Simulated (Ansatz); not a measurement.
# MgS (P6_3mc) in Ansatz: notebook, part 2 of 2

Ansatz 0.2.0. Earlier steps stand in the parts before.

## Step 3: Band structure, PBE0

input

```
crystal:
  lattice:
    - [4.0346224068, 0.0, 0.0]
    - [-2.0173112034, 3.494085499, 0.0]
    - [0.0, 0.0, 6.43229418]
  atoms:
    - { symbol: S, position: [0.6666666667, 0.3333333333, 0.87924415] }
    - { symbol: S, position: [0.3333333333, 0.6666666667, 0.37924415] }
    - { symbol: Mg, position: [0.3333333333, 0.6666666667, 0.99575485] }
    - { symbol: Mg, position: [0.6666666667, 0.3333333333, 0.49575485] }
hamiltonian:
  xc: pbe0
  pseudopotentials: { kind: paw }
kpoints:
  mp_grid: { grid: [6, 6, 4] }
  band_path:
    path:
      - [[0.0, 0.0, 0.0], [0.5, 0.0, 0.0], [0.3333333333, 0.3333333333, 0.0], [0.0, 0.0, 0.0], [0.0, 0.0, 0.5], [0.5, 0.0, 0.5], [0.3333333333, 0.3333333333, 0.5], [0.0, 0.0, 0.5]]
      - [[0.5, 0.0, 0.5], [0.5, 0.0, 0.0]]
      - [[0.3333333333, 0.3333333333, 0.0], [0.3333333333, 0.3333333333, 0.5]]
    npoints: 4
scf:
  occupations: { method: fermi_dirac, width: 0.05 }
  n_extra_bands: 10
output:
  forces: true
  stress: true
  eigenvalues: true
  fatbands: false
```

Potentials or basis: Ansatz PAW.

What it wrote:

```text
Warning: output.stress: scf.convergence.dr2_threshold = 1e-7 eV (the SCF's general default) is looser than the 4e-10 eV advised for a printed stress (1e-10 eV for each atom of the cell: 4). What an SCF threshold leaves in a stress goes as its square root, and in the free energy as the threshold itself, and one threshold admits the most on a small cell: of the crystals measured, under no hybrid functional and no lock of the moments, on runs that ended without the residual-converged pass, on stresses that held no estimate of that error, the worst erred by over 100 MPa in a component at 1e-7 eV an atom and by under 5 at 1e-10. Set scf.convergence.dr2_threshold to 4e-10 eV or tighter. The threshold is an SCF's pass mark: one that does not reach it within its budget of iterations ends unconverged, or closes short of it on a stop that the run arms, and scf.convergence.dr2_threshold's page says what that costs each kind of run
Warning: output.stress: scf.exx.energy_threshold = 1e-6 eV is looser than the 4e-8 eV advised for a stress under a hybrid functional (1e-8 eV for each atom of the cell: 4). Every SCF of the exchange loop can meet its threshold on dr2 while the loop round them stops early: no threshold on dr2 bounds what that leaves in the stress. Set scf.exx.energy_threshold to 4e-8 eV or tighter. The threshold is the loop's pass mark: a loop that does not reach it within its budget of cycles ends unconverged, and scf.exx.energy_threshold's page has the law
scf.n_extra_bands = 10 over 16 filled bands (N_el = 32.0): the run solves 26 bands
GPUs: using 1 of 1 available (devices: 1).
Engine: ansatz 0.2.0, x86_64-unknown-linux-gnu
Pseudopotentials: kind: paw
Pseudopotential: S, paw, valence charge 6, recommended cutoff 420 eV (normal), S.paw.azcp
Pseudopotential: Mg, paw, valence charge 10, recommended cutoff 420 eV (normal), Mg.paw.azcp
Functional definition: PBE0
  parameter a = 0.25
  parameter kappa = 0.804
  parameter beta = 0.06672455060314922
  exchange = (1 - a)*pbe_x(kappa = kappa, mu = beta*pi^2/3) + a*exact_x
  correlation = pbe_c(beta = beta)
device memory: the entry about to start is reckoned to put 0.8 GiB on a device that reports 41.7 GiB free (of which the cap on the GPU budget leaves the run 18.0 GiB)
GPU FFT provider: cuFFT
GPU libraries: cuBLAS 13.8.2, cuFFT 12.4.0, cuSOLVER 12.3.4
Crystal: 4 atoms, lattice volume = 90.678 Å³
Basis set: ecut = 420 eV, 1785 PW (Γ), exchange–correlation on 54×54×90 points (8 copies of the dense FFT grid, shifted against one another)
Bands: 26, of which v1, the nominal top of the filled ones, is band 16 counted from 1 (15 counted from 0)
Symmetry: 12 space group operations
Space group: P63mc (ITA 186), of the structure as read, at distance tolerance 4.5e-5 Å
k-points: 21 of 144 (time reversal used)
Non-local potential: S, projectors of the file, l = 0: 2, l = 1: 2, l = 2: 2
Non-local potential: Mg, projectors of the file, l = 0: 3, l = 1: 2, l = 2: 1
PAW form: soft (Blöchl's): semilocal exchange-correlation on the pseudo side does not see the compensation charge
PAW frozen core: S, regenerated for the run's functional, and the local potential with it (the file was generated under x = pbe(κ = 0.804, μ = 0.2195149727645171), c = pbe(β = 0.06672455060314922))
PAW frozen core: Mg, regenerated for the run's functional, and the local potential with it (the file was generated under x = pbe(κ = 0.804, μ = 0.2195149727645171), c = pbe(β = 0.06672455060314922))
PAW one-centre angular grid: S, 110 points (default); XC on 64 Gauss nodes
PAW one-centre angular grid: Mg, 110 points (default); XC on 64 Gauss nodes
Initial density: superposition of atomic densities (neutral atoms: chi_scale 0, normalization atom), corrected by the library's trained network
Initial wavefunctions: pseudopotential atomic-orbital guess
GPU buffer pool allocated for 32805 grid points (all kernels)
GPU transforms: local potential and band sums: pruned to the plane-wave sphere, on 27×27×45
Functional: x = pbe(κ = 0.804, μ = 0.2195149727645171), c = pbe(β = 0.06672455060314922), warm-up for x = 0.75 pbe(κ = 0.804, μ = 0.2195149727645171) + 0.25 exact, c = pbe(β = 0.06672455060314922)
SCF iter   1: F=—  HF=-5657.464943 eV  |F-HF|=—  |Δ(HF+E_count)|=         —  Δρ=6.43e-4  dr2=5.31e-4  ethr=1.77e-3  ⟨swp⟩=2.0  Hψ=4143  notcnv=0
[... 28 lines left out ...]
GPU buffer pool allocated for 32805 grid points (all kernels)
GPU transforms: local potential and band sums: pruned to the plane-wave sphere, on 27×27×45
Exchange kernel: α = 0.2500, full range, Wigner–Seitz truncation, v(0) = 19063.1821 eV·Å³, q-mesh 6×6×4, nearest image of the exchange supercell L = 24.21 Å, pair-density grid 20×20×30, without the augmentation charges, whose exchange is taken in its separable form by FFT convolution over the k-point mesh (sized by the pseudopotential files, 24×24×45 at the most), smooth part of the exact exchange by density-matrix convolution in up to 3.58 GiB of GPU memory as planned if the GPU has room (build and FFT work areas not counted)
Frozen-core exchange: fock
SCF iter   1: F=—  HF=-5660.198979 eV  |F-HF|=—  |Δ(HF+E_count)|=         —  Δρ=3.31e-5  dr2=1.37e-6  ethr=9.21e-7  ⟨swp⟩=3.5  Hψ=1137  notcnv=0
preconditioner: auto → none  [insulator: Δε(μ)=5.181 eV  Ē_g=14.235 eV  σ=0.050 eV  W_gap=1.00  n_scr=22 (ndim 8)  ℏωp=15.6 eV  f_vac=0.042  D(μ)=0.00/eV (n_scr^D=0)]
SCF iter   2: F=—  HF=-5660.198980 eV  |F-HF|=—  |Δ(HF+E_count)|=   1.13e-6  Δρ=1.25e-5  dr2=1.35e-7  ethr=3.26e-9  ⟨swp⟩=3.1  Hψ=1218  notcnv=0
SCF iter   3: F=—  HF=-5660.198981 eV  |F-HF|=—  |Δ(HF+E_count)|=   1.05e-7  Δρ=4.53e-6  dr2=7.79e-9  ethr=3.76e-10  ⟨swp⟩=4.0  Hψ=1196  notcnv=0  defer=1
SCF iter   4: F=—  HF=-5660.198981 eV  |F-HF|=—  |Δ(HF+E_count)|=   7.28e-9  Δρ=2.27e-6  dr2=2.80e-9  ethr=1.81e-11  ⟨swp⟩=4.0  Hψ=1348  notcnv=0
SCF iter   5: F=—  HF=-5660.198981 eV  |F-HF|=—  |Δ(HF+E_count)|=   2.78e-9  Δρ=1.11e-7  dr2=1.51e-9  ethr=3.98e-12  ⟨swp⟩=3.0  Hψ=1059  notcnv=0
SCF iter   6: F=-5660.198981 eV  HF=-5660.198981 eV  |F-HF|=1.46e-9  |Δ(HF+E_count)|=   1.81e-9  Δρ=1.08e-6  dr2=1.83e-9  ethr=1.05e-12 (applied; sched 1.00e-12)  ⟨swp⟩=4.0  Hψ=1229  notcnv=0
SCF 3 converged in 6 iterations: F = -5660.198981 eV  dr2 = 1.83e-9
  Residual-converged pass: ⟨swp⟩=3.0  Hψ=954  notcnv=0  max |occ|·‖R‖ = 6.1e-7 eV (tolerance 6.3e-7 eV)  dr2=1.83e-9  dr2_onsite=5.87e-11  max |Δocc| = 0.0e0
hybrid outer 2: dexx = +2.791e-7 eV, tail = 2.97e-8 eV, Δε = 2.36e-3 eV (about 9.64e-5 eV left of the loop's levels), ΔF = 3.30e-4 eV/Å (tail 1.80e-4)
device memory: the entry about to start is reckoned to put 0.6 GiB on a device that reports 41.6 GiB free (of which the cap on the GPU budget leaves the run 18.0 GiB)
NSCF: frozen V_eff on 39 k-points, pencils in batches of 32, up to order 116
hybrid SCF converged: 2 outer / 13 inner (+2 warm-up), last move |dexx| = 2.79e-7 eV, tail = 2.97e-8 eV
Stability not checked: this state was not tested for a lower state beside it, because the functional holds exact exchange (a hybrid, or Hartree-Fock), whose exchange loop this test does not read (fock_operator; see scf.lower_state_search)
Free energy (F): -5660.198979 eV
Frozen-core exchange: fock
Harris-Foulkes:  -5660.198979 eV  (|F-HF|=1.46e-9)
Internal energy: -5660.198979 eV  (E = F + TS)
E sigma→0 (E₀):  -5660.198979 eV
Fermi energy:    4.772965 eV
--- Per-component energies (eV) ---
  E_band       = -836.955051
  E_kinetic    = 368.184160
  E_local      = -3772.995554  (includes V_loc(G=0)·N_el)
  E_nonlocal   = 245.691778
  E_hartree    = 1369.014916
  E_xc         = -195.952279
  E_vxc        = -195.247432  (∫ρ·V_xc dr)
  E_exx        = -139.175862  (= α·E_x^exact, valence–valence)
  E_paw        = -1706.483821  (= ΣΔE_a)
  E_vpaw       = 57.733462  (= ΣTr[D̂ρ^β])
  E_aug_tail   = -0.000004  (compensation charges beyond the density's cutoff)
  E_ewald      = -1828.238337
  E_core_change = -0.243977  (= ΣΔE_core)
  E_smearing   = -0.000000  (= −TS)
  E_closure    = -0.000000  (closes the sum)
  Σ components = -5660.198979   (vs F -5660.198979, Δ=-9.09e-13)
--- Forces (eV/Å), atoms counted from 1 ---
  atom   1  S      0.00000000    -0.00000000    -0.05122927
  atom   2  S     -0.00000000     0.00000000    -0.05122927
  atom   3  Mg     0.00000000     0.00000000     0.05121880
  atom   4  Mg     0.00000000    -0.00000000     0.05121880
  max |Σ_I F_I| component: 2.09e-5 eV/Å
--- Stress (GPa, compression-positive) ---
        0.053743       0.000000       0.000000
       -0.000000       0.053743       0.000000
        0.000000      -0.000000      -0.180706
  P = ⅓ Tr σ = -0.0244 GPa (-0.244 kbar)
--- Band table (eV; the first three rows and the last of 21) ---
  k-point 0: bands = ["-76.6140", "-76.6139", "-41.5155", "-41.5121", "-41.5091", "-41.5091", "-41.5083", "-41.5083", "-10.4614", "-9.6502", "-1.3758", "1.5272", "1.5272", "1.9951", "1.9951", "2.1702", "7.3512", "8.6806", "11.5987", "11.5987", "12.3838", "12.6887", "12.6887", "13.3214", "13.4641", "13.4641"]
  k-point 1: bands = ["-76.6140", "-76.6139", "-41.5150", "-41.5126", "-41.5090", "-41.5090", "-41.5085", "-41.5085", "-10.3577", "-9.7873", "-0.9709", "1.4247", "1.5915", "1.5915", "1.9219", "1.9219", "8.0593", "8.8324", "11.5517", "11.5517", "11.9560", "12.2842", "12.2842", "12.6530", "14.1385", "14.1385"]
  k-point 2: bands = ["-76.6140", "-76.6140", "-41.5138", "-41.5138", "-41.5087", "-41.5087", "-41.5087", "-41.5087", "-10.0889", "-10.0889", "0.0930", "0.0930", "1.7522", "1.7522", "1.7522", "1.7522", "8.9103", "8.9103", "11.7429", "11.7429", "11.7442", "11.7442", "11.7442", "11.7442", "15.6586", "15.6586"]
  k-point 20: bands = ["-76.6139", "-76.6139", "-41.5139", "-41.5139", "-41.5104", "-41.5104", "-41.5102", "-41.5102", "-9.5146", "-9.5146", "-0.9029", "-0.9029", "-0.0209", "-0.0209", "1.5875", "1.5875", "9.8066", "9.8066", "10.3686", "10.3686", "12.6624", "12.6624", "13.4365", "13.4365", "15.0379", "15.0379"]
```

Run time: 41 s. Hardware: 1 × NVIDIA H100 80GB HBM3 with 2 threads of AMD EPYC 7R13 (Zen 3), shared host; peak memory 2.7 GiB.

Results:

* Free energy: -5660.1990 eV
* Pressure: 0.0 GPa
* Largest force: 0.051 eV/Å
* Band gap on the k mesh: 5.18 eV, direct
* Band gap along the path: 5.18 eV, direct

Forces in eV/Å, atoms in the order of the input:
```
S    0.000  0.000 -0.051
S    0.000  0.000 -0.051
Mg   0.000  0.000  0.051
Mg   0.000  0.000  0.051
```

Stress tensor (GPa, compression positive):
```
 0.05  0.00  0.00
 0.00  0.05  0.00
 0.00  0.00 -0.18
```

Levels at the corners of the path, in eV from the valence-band top:
```csv
point,band 12,band 13,band 14,band 15,band 16,band 17,band 18,band 19,band 20,band 21
Γ,-0.64,-0.64,-0.18,-0.18,0.00,5.18,6.51,9.43,9.43,10.21
M,-2.68,-2.07,-1.38,-1.01,-0.53,6.48,6.97,7.67,9.41,10.28
K,-2.50,-2.50,-1.50,-1.48,-1.48,6.56,8.86,9.30,9.30,9.98
Γ,-0.64,-0.64,-0.18,-0.18,0.00,5.18,6.51,9.43,9.43,10.21
A,-2.08,-0.42,-0.42,-0.42,-0.42,6.74,6.74,9.57,9.57,9.57
L,-3.42,-0.99,-0.99,-0.88,-0.88,6.39,6.39,8.17,8.17,11.26
H,-3.07,-2.19,-2.19,-0.58,-0.58,7.64,7.64,8.20,8.20,10.49
A,-2.08,-0.42,-0.42,-0.42,-0.42,6.74,6.74,9.57,9.57,9.57
L,-3.42,-0.99,-0.99,-0.88,-0.88,6.39,6.39,8.17,8.17,11.26
M,-2.68,-2.07,-1.38,-1.01,-0.53,6.48,6.97,7.67,9.41,10.28
K,-2.50,-2.50,-1.50,-1.48,-1.48,6.56,8.86,9.30,9.30,9.98
H,-3.07,-2.19,-2.19,-0.58,-0.58,7.64,7.64,8.20,8.20,10.49
```

Caveat: the PAW data sets come from PBE, with cores solved anew for the run's functional, which leaves a small shift of forces and pressure; the thresholds are loose for stress.
